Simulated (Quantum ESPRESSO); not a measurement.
# HfN (Fm-3m) in Quantum ESPRESSO: further runs

One crystal, HfN, is run at these levels: PBEsol; tasks: relaxation of cell and atoms.

Everything below comes from runs of Quantum ESPRESSO 7.5. Logs are shortened: lines on timing, memory, paths and dates and some standing lists are left out, and cuts for length are marked.

## Step 1: Starting point

It takes space group Fm-3m (No. 225, cubic). The conventional cell has a = 4.512 Å, b = 4.512 Å, c = 4.512 Å, α = 90.00°, β = 90.00°, γ = 90.00°. Hf (site symmetry m-3m) is surrounded by 6 N at 2.26 Å. N (site symmetry m-3m) is surrounded by 6 Hf at 2.26 Å.

## Step 2: Relaxation of cell and atoms, PBEsol, target pressure 2 GPa, at which the enthalpy is minimised

pw.in

```
&CONTROL
  calculation = 'vc-relax'
  prefix = 'pwscf'
  outdir = './tmp'
  pseudo_dir = './pseudo'
  tprnfor = .true.
  tstress = .true.
  disk_io = 'low'
  nstep = 40
  forc_conv_thr = 0.0004
  etot_conv_thr = 1d-05
/
&SYSTEM
  ibrav = 0
  nat = 2
  ntyp = 2
  ecutwfc = 52
  ecutrho = 414
  nbnd = 15
  occupations = 'smearing'
  smearing = 'fd'
  degauss = 0.00367493
/
&ELECTRONS
  conv_thr = 4d-10
  electron_maxstep = 120
  mixing_beta = 0.5
/
&IONS
  ion_dynamics = 'bfgs'
/
&CELL
  cell_dynamics = 'bfgs'
  press = 20
  press_conv_thr = 0.3
/
ATOMIC_SPECIES
Hf   178.4900 hf_pbesol_v1.uspp.F.UPF
N     14.0070 n_pbesol_v1.2.uspp.F.UPF
CELL_PARAMETERS angstrom
   0.0000000000    2.2560000000    2.2560000000
   2.2560000000    0.0000000000    2.2560000000
   2.2560000000    2.2560000000    0.0000000000
ATOMIC_POSITIONS angstrom
Hf     0.0000000000    0.0000000000    0.0000000000
N      2.2560000000    2.2560000000    2.2560000000
K_POINTS automatic
10 10 10 0 0 0
```

Potentials or basis: GBRV 1.5 PBEsol.

Run with:

```sh
OMP_NUM_THREADS=1 mpirun -n 2 pw.x -nk 2 -in pw.in > pw.out
```

pw.out:

```text
This program is part of the open-source Quantum ESPRESSO suite
     for quantum simulation of materials; please cite
[... 6 lines left out ...]
     using ibrav=0 with symmetry is DISCOURAGED, use correct ibrav instead

     K-points division:     npool     =       2
     Subspace diagonalization in iterative solution of the eigenvalue problem:
     a serial algorithm will be used

     G-vector sticks info
     --------------------
     sticks:   dense  smooth     PW     G-vecs:    dense   smooth      PW
     Sum        1039     511    163                22123     7799    1411

     Using Slab Decomposition

     bravais-lattice index     =            0
     lattice parameter (alat)  =       6.0291  a.u.
     unit-cell volume          =     154.9687 (a.u.)^3
     number of atoms/cell      =            2
     number of atomic types    =            2
     number of electrons       =        17.00
     number of Kohn-Sham states=           15
     kinetic-energy cutoff     =      52.0000  Ry
     charge density cutoff     =     414.0000  Ry
     scf convergence threshold =      4.0E-10
     mixing beta               =       0.5000
     number of iterations used =            8  plain     mixing
     energy convergence thresh.=      1.0E-05
     force convergence thresh. =      4.0E-04
     press convergence thresh. =      3.0E-01
     Exchange-correlation= SLA  PW   PSX  PSC
                           (   1   4  10   8   0   0   0)
     nstep                     =           40

     celldm(1)=   6.029107  celldm(2)=   0.000000  celldm(3)=   0.000000
     celldm(4)=   0.000000  celldm(5)=   0.000000  celldm(6)=   0.000000

     crystal axes: (cart. coord. in units of alat)
               a(1) = (   0.000000   0.707107   0.707107 )
               a(2) = (   0.707107   0.000000   0.707107 )
               a(3) = (   0.707107   0.707107   0.000000 )

     reciprocal axes: (cart. coord. in units 2 pi/alat)
               b(1) = ( -0.707107  0.707107  0.707107 )
               b(2) = (  0.707107 -0.707107  0.707107 )
               b(3) = (  0.707107  0.707107 -0.707107 )

     PseudoPot. # 1 for Hf read from file:
     hf_pbesol_v1.uspp.F.UPF
     Pseudo is Ultrasoft + core correction, Zval = 12.0
     Generated by new atomic code, or converted to UPF format
     Using radial grid of  921 points,  8 beta functions with:
                l(1) =   0
                l(2) =   0
                l(3) =   0
                l(4) =   1
                l(5) =   1
                l(6) =   2
                l(7) =   2
                l(8) =   3
     Q(r) pseudized with  6 coefficients,  rinner =    1.200   1.200   1.200
                                                       1.200   1.200   1.200
                                                       1.200

     PseudoPot. # 2 for N  read from file:
     n_pbesol_v1.2.uspp.F.UPF
     Pseudo is Ultrasoft + core correction, Zval =  5.0
     Generated by new atomic code, or converted to UPF format
     Using radial grid of  729 points,  4 beta functions with:
                l(1) =   0
                l(2) =   0
                l(3) =   1
                l(4) =   1
     Q(r) pseudized with  8 coefficients,  rinner =    0.900   0.900   0.900

[... 1530 lines left out ...]
     Results may differ from those at the preceding step.

     G-vector sticks info
     --------------------
     sticks:   dense  smooth     PW     G-vecs:    dense   smooth      PW
     Sum        1027     511    163                21595     7727    1411

     Using Slab Decomposition

     bravais-lattice index     =            0
     lattice parameter (alat)  =       6.0291  a.u.
     unit-cell volume          =     152.4717 (a.u.)^3
     number of atoms/cell      =            2
     number of atomic types    =            2
     number of electrons       =        17.00
     number of Kohn-Sham states=           15
     kinetic-energy cutoff     =      52.0000  Ry
     charge density cutoff     =     414.0000  Ry
     scf convergence threshold =      4.0E-12
     mixing beta               =       0.5000
     number of iterations used =            8  plain     mixing
     press convergence thresh. =      3.0E-01
     Exchange-correlation= SLA  PW   PSX  PSC
                           (   1   4  10   8   0   0   0)

     celldm(1)=   6.029107  celldm(2)=   0.000000  celldm(3)=   0.000000
     celldm(4)=   0.000000  celldm(5)=   0.000000  celldm(6)=   0.000000

     crystal axes: (cart. coord. in units of alat)
               a(1) = (   0.000000   0.703288   0.703288 )
               a(2) = (   0.703288   0.000000   0.703288 )
               a(3) = (   0.703288   0.703288   0.000000 )

     reciprocal axes: (cart. coord. in units 2 pi/alat)
               b(1) = ( -0.710946  0.710946  0.710946 )
               b(2) = (  0.710946 -0.710946  0.710946 )
               b(3) = (  0.710946  0.710946 -0.710946 )

     PseudoPot. # 1 for Hf read from file:
     hf_pbesol_v1.uspp.F.UPF
     Pseudo is Ultrasoft + core correction, Zval = 12.0
     Generated by new atomic code, or converted to UPF format
     Using radial grid of  921 points,  8 beta functions with:
                l(1) =   0
                l(2) =   0
                l(3) =   0
                l(4) =   1
                l(5) =   1
                l(6) =   2
                l(7) =   2
                l(8) =   3
     Q(r) pseudized with  6 coefficients,  rinner =    1.200   1.200   1.200
                                                       1.200   1.200   1.200
                                                       1.200

     PseudoPot. # 2 for N  read from file:
     n_pbesol_v1.2.uspp.F.UPF
     Pseudo is Ultrasoft + core correction, Zval =  5.0
     Generated by new atomic code, or converted to UPF format
     Using radial grid of  729 points,  4 beta functions with:
                l(1) =   0
                l(2) =   0
                l(3) =   1
                l(4) =   1
     Q(r) pseudized with  8 coefficients,  rinner =    0.900   0.900   0.900

     atomic species   valence    mass     pseudopotential
     Hf               12.00   178.49000     Hf( 1.00)
     N                 5.00    14.00700     N ( 1.00)

     48 Sym. Ops., with inversion, found

   Cartesian axes

     site n.     atom                  positions (alat units)
         1        Hf     tau(   1) = (   0.0000000  -0.0000000   0.0000000  )
         2        N      tau(   2) = (   0.7032884   0.7032884   0.7032884  )

     number of k points=    47  Fermi-Dirac smearing, width (Ry)=  0.0037
                       cart. coord. in units 2pi/alat
        k(    1) = (   0.0000000   0.0000000   0.0000000), wk =   0.0020000
        k(    2) = (   0.0710946   0.0710946  -0.0710946), wk =   0.0160000
        k(    3) = (   0.1421892   0.1421892  -0.1421892), wk =   0.0160000
        k(    4) = (   0.2132838   0.2132838  -0.2132838), wk =   0.0160000
        k(    5) = (   0.2843784   0.2843784  -0.2843784), wk =   0.0160000
        k(    6) = (  -0.3554730  -0.3554730   0.3554730), wk =   0.0080000
[... 39 lines left out ...]
        k(   46) = (  -0.0710946  -0.3554730   0.6398513), wk =   0.0480000
        k(   47) = (  -0.7109459   0.2843784   0.0000000), wk =   0.0240000

     Dense  grid:    21595 G-vectors     FFT dimensions: (  40,  40,  40)

     Smooth grid:     7727 G-vectors     FFT dimensions: (  27,  27,  27)

     Initial potential from superposition of free atoms

     starting charge      15.0000, renormalised to      17.0000

     negative rho (up, down):  1.222E-01 0.000E+00
     Starting wfcs are   17 randomized atomic wfcs

     Self-consistent Calculation

     iteration #  1     ecut=    52.00 Ry     beta= 0.50
     Davidson diagonalization with overlap
     ethr =  1.00E-06,  avg # of iterations =  9.1
[... 356 lines left out ...]
     negative rho (up, down):  1.136E-01 0.000E+00
          total   stress  (Ry/bohr**3)                   (kbar)     P=       19.94
   0.00013558  -0.00000000  -0.00000000           19.94       -0.00       -0.00
  -0.00000000   0.00013558  -0.00000000           -0.00       19.94       -0.00
  -0.00000000  -0.00000000   0.00013558           -0.00       -0.00       19.94

=------------------------------------------------------------------------------=
   JOB DONE.
=------------------------------------------------------------------------------=
```

It took 33 s on 2 MPI ranks of Arm Neoverse V2, shared host; peak memory 0.28 GiB.

Results:

```
Free energy                                            : -2434.1882 eV
Relaxed volume                                         : 11.30 Å³/atom
Relaxed cell                                           : a = 3.173 Å, b = 3.173 Å, c = 3.173 Å, α = 60.00°, β = 60.00°, γ = 60.00°
Space group after relaxing (to 0.05 Å)                 : Fm-3m (No. 225)
Energy change on relaxing (the enthalpy is what falls) : -0.4 meV/atom
Ionic steps                                            : 4
Pressure after relaxing                                : 2.0 GPa
Band gap on the k mesh                                 : none (metal or under the smearing width)
```

Step by step:
| step | energy change (eV) | largest force (eV/Å) | pressure (GPa) | volume (Å³) |
| --- | --- | --- | --- | --- |
| 1 | 0.0000 | 0.0000 | -2.68 | 22.96 |
| 2 | 0.0026 | 0.0000 | 4.34 | 22.42 |
| 3 | -0.0009 | 0.0000 | 1.94 | 22.60 |
| 4 | -0.0009 | 0.0000 | 2.00 | 22.59 |

Final structure:
```xyz
2
Lattice="0.0000 2.2438 2.2438 2.2438 0.0000 2.2438 2.2438 2.2438 0.0000" Properties=species:S:1:pos:R:3 pbc="T T T"
Hf    0.0000    0.0000    0.0000
N     2.2438    2.2438    2.2438
```

## Step 3: Relaxation of cell and atoms, PBEsol, target pressure 5 GPa, at which the enthalpy is minimised

pw.in: that of step 2 with these lines changed.

```diff
@@ -33,3 +33,3 @@
   cell_dynamics = 'bfgs'
-  press = 20
+  press = 50
   press_conv_thr = 0.3
```

Potentials or basis: GBRV 1.5 PBEsol.

Run with:

```sh
OMP_NUM_THREADS=1 mpirun -n 2 pw.x -nk 2 -in pw.in > pw.out
```

pw.out:

```text
This program is part of the open-source Quantum ESPRESSO suite
     for quantum simulation of materials; please cite
[... 6 lines left out ...]
     using ibrav=0 with symmetry is DISCOURAGED, use correct ibrav instead

     K-points division:     npool     =       2
     Subspace diagonalization in iterative solution of the eigenvalue problem:
     a serial algorithm will be used

     G-vector sticks info
     --------------------
     sticks:   dense  smooth     PW     G-vecs:    dense   smooth      PW
     Sum        1039     511    163                22123     7799    1411

     Using Slab Decomposition

     bravais-lattice index     =            0
     lattice parameter (alat)  =       6.0291  a.u.
     unit-cell volume          =     154.9687 (a.u.)^3
     number of atoms/cell      =            2
     number of atomic types    =            2
     number of electrons       =        17.00
     number of Kohn-Sham states=           15
     kinetic-energy cutoff     =      52.0000  Ry
     charge density cutoff     =     414.0000  Ry
     scf convergence threshold =      4.0E-10
     mixing beta               =       0.5000
     number of iterations used =            8  plain     mixing
     energy convergence thresh.=      1.0E-05
     force convergence thresh. =      4.0E-04
     press convergence thresh. =      3.0E-01
     Exchange-correlation= SLA  PW   PSX  PSC
                           (   1   4  10   8   0   0   0)
     nstep                     =           40

     celldm(1)=   6.029107  celldm(2)=   0.000000  celldm(3)=   0.000000
     celldm(4)=   0.000000  celldm(5)=   0.000000  celldm(6)=   0.000000

[... 1636 lines left out ...]

     atomic species   valence    mass     pseudopotential
     Hf               12.00   178.49000     Hf( 1.00)
     N                 5.00    14.00700     N ( 1.00)

     48 Sym. Ops., with inversion, found

   Cartesian axes

     site n.     atom                  positions (alat units)
         1        Hf     tau(   1) = (   0.0000000  -0.0000000   0.0000000  )
         2        N      tau(   2) = (   0.7009858   0.7009858   0.7009858  )

     number of k points=    47  Fermi-Dirac smearing, width (Ry)=  0.0037
                       cart. coord. in units 2pi/alat
        k(    1) = (   0.0000000   0.0000000   0.0000000), wk =   0.0020000
        k(    2) = (   0.0713281   0.0713281  -0.0713281), wk =   0.0160000
        k(    3) = (   0.1426562   0.1426562  -0.1426562), wk =   0.0160000
        k(    4) = (   0.2139844   0.2139844  -0.2139844), wk =   0.0160000
        k(    5) = (   0.2853125   0.2853125  -0.2853125), wk =   0.0160000
        k(    6) = (  -0.3566406  -0.3566406   0.3566406), wk =   0.0080000
[... 39 lines left out ...]
        k(   46) = (  -0.0713281  -0.3566406   0.6419531), wk =   0.0480000
        k(   47) = (  -0.7132812   0.2853125  -0.0000000), wk =   0.0240000

     Dense  grid:    21595 G-vectors     FFT dimensions: (  40,  40,  40)

     Smooth grid:     7727 G-vectors     FFT dimensions: (  27,  27,  27)

     Initial potential from superposition of free atoms

     starting charge      15.0000, renormalised to      17.0000

     negative rho (up, down):  1.221E-01 0.000E+00
     Starting wfcs are   17 randomized atomic wfcs

     Self-consistent Calculation

     iteration #  1     ecut=    52.00 Ry     beta= 0.50
     Davidson diagonalization with overlap
     ethr =  1.00E-06,  avg # of iterations =  9.1
[... 242 lines left out ...]
   -43.0999 -12.3961 -12.1251 -11.8869   3.2242  13.3880  13.7865  14.6188
    17.6540  23.8079  24.3474  25.4435  25.8199  28.0954  30.0876

          k =-0.7133-0.0000-0.0000 (   982 PWs)   bands (ev):

   -43.0992 -12.4957 -11.9457 -11.9457   2.7899  13.8951  15.3151  15.6064
    15.6064  23.5690  25.1093  25.1093  25.2882  27.6435  28.5643

          k = 0.2853 0.1427 0.0000 (   956 PWs)   bands (ev):
[... 105 lines left out ...]
     negative rho (up, down):  1.134E-01 0.000E+00
          total   stress  (Ry/bohr**3)                   (kbar)     P=       49.88
   0.00033907   0.00000000   0.00000000           49.88        0.00        0.00
   0.00000000   0.00033907   0.00000000            0.00       49.88        0.00
   0.00000000   0.00000000   0.00033907            0.00        0.00       49.88

=------------------------------------------------------------------------------=
   JOB DONE.
=------------------------------------------------------------------------------=
```

It took 32 s on 2 MPI ranks of Arm Neoverse V2, shared host; peak memory 0.28 GiB.

Results:

| Item | Value |
| --- | --- |
| Free energy | -2434.1833 eV |
| Relaxed volume | 11.19 Å³/atom |
| Relaxed cell | a = 3.163 Å, b = 3.163 Å, c = 3.163 Å, α = 60.00°, β = 60.00°, γ = 60.00° |
| Space group after relaxing (to 0.05 Å) | Fm-3m (No. 225) |
| Energy change on relaxing (the enthalpy is what falls) | +2.0 meV/atom |
| Ionic steps | 4 |
| Pressure after relaxing | 5.0 GPa |
| Band gap on the k mesh | none (metal or under the smearing width) |

The path:
| step | energy change (eV) | largest force (eV/Å) | pressure (GPa) | volume (Å³) |
| --- | --- | --- | --- | --- |
| 1 | 0.0000 | 0.0000 | -2.68 | 22.96 |
| 2 | 0.0171 | 0.0000 | 9.26 | 22.08 |
| 3 | 0.0036 | 0.0000 | 4.82 | 22.39 |
| 4 | 0.0039 | 0.0000 | 5.00 | 22.37 |

Final structure:
```xyz
2
Lattice="0.0000 2.2365 2.2365 2.2365 0.0000 2.2365 2.2365 2.2365 0.0000" Properties=species:S:1:pos:R:3 pbc="T T T"
Hf    0.0000    0.0000    0.0000
N     2.2365    2.2365    2.2365
```

Spin-orbit coupling is left out, which matters for the levels of Hf.

## Step 4: Relaxation of cell and atoms, PBEsol, target pressure 10 GPa, at which the enthalpy is minimised

pw.in: that of step 3 with these lines changed.

```diff
@@ -33,3 +33,3 @@
   cell_dynamics = 'bfgs'
-  press = 50
+  press = 100
   press_conv_thr = 0.3
```

Run with:

```sh
OMP_NUM_THREADS=1 mpirun -n 2 pw.x -nk 2 -in pw.in > pw.out
```

Wall time 33 s (2 MPI ranks of Arm Neoverse V2, shared host); peak memory 0.28 GiB.

Results (log left out):

```yaml
Free_energy: -2434.1669 eV
Relaxed_volume: 11.01 Å³/atom
Relaxed_cell: a = 3.147 Å, b = 3.147 Å, c = 3.147 Å, α = 60.00°, β = 60.00°, γ = 60.00°
Space_group_after_relaxing_to_0.05_Å: Fm-3m (No. 225)
Energy_change_on_relaxing_the_enthalpy_is_what_falls: +10.0 meV/atom
Ionic_steps: 4
Pressure_after_relaxing: 10.0 GPa
Band_gap_on_the_k_mesh: none (metal or under the smearing width)
```

The path:
```tsv
step	energy change (eV)	largest force (eV/Å)	pressure (GPa)	volume (Å³)
1	0.0000	0.0000	-2.68	22.96
2	0.0653	0.0000	18.27	21.51
3	0.0179	0.0000	9.48	22.06
4	0.0200	0.0000	9.98	22.03
```

Final structure:
```xyz
2
Lattice="0.0000 2.2249 2.2249 2.2249 0.0000 2.2249 2.2249 2.2249 0.0000" Properties=species:S:1:pos:R:3 pbc="T T T"
Hf    0.0000    0.0000    0.0000
N     2.2249    2.2249    2.2249
```

Levels at points of the mesh, in eV from the Fermi level:
```
             k point  band 6  band 7  band 8  band 9  band 10  band 11  band 12  band 13
  (0.00, 0.00, 0.00)   -3.09   -3.09   -3.09   -0.43    -0.43    -0.43     2.03     2.03
 (0.00, 0.00, -0.50)   -9.22   -6.46   -6.46    3.48     3.93     3.93     4.58     9.42
(0.00, -0.50, -0.50)   -5.42   -4.09   -3.73   -3.73     4.33     5.91     5.91     6.15
```

The run has no spin-orbit coupling, so splittings on Hf are missing.

## Step 5: Overview

```csv
cell,gap on the mesh (eV),pressure (GPa)
relaxed to 2 GPa,none,2.0
relaxed to 5 GPa,none,5.0
relaxed to 10 GPa,none,10.0
```

Alike in all rows: task relaxation of cell and atoms; level PBEsol; potentials or basis GBRV 1.5 PBEsol; no spin polarisation; k mesh 10 × 10 × 10; cutoff (eV) 707; smearing fermi-dirac 0.05 eV.

Total energies depend on the potentials used, so only differences within one code and one set of settings carry meaning.
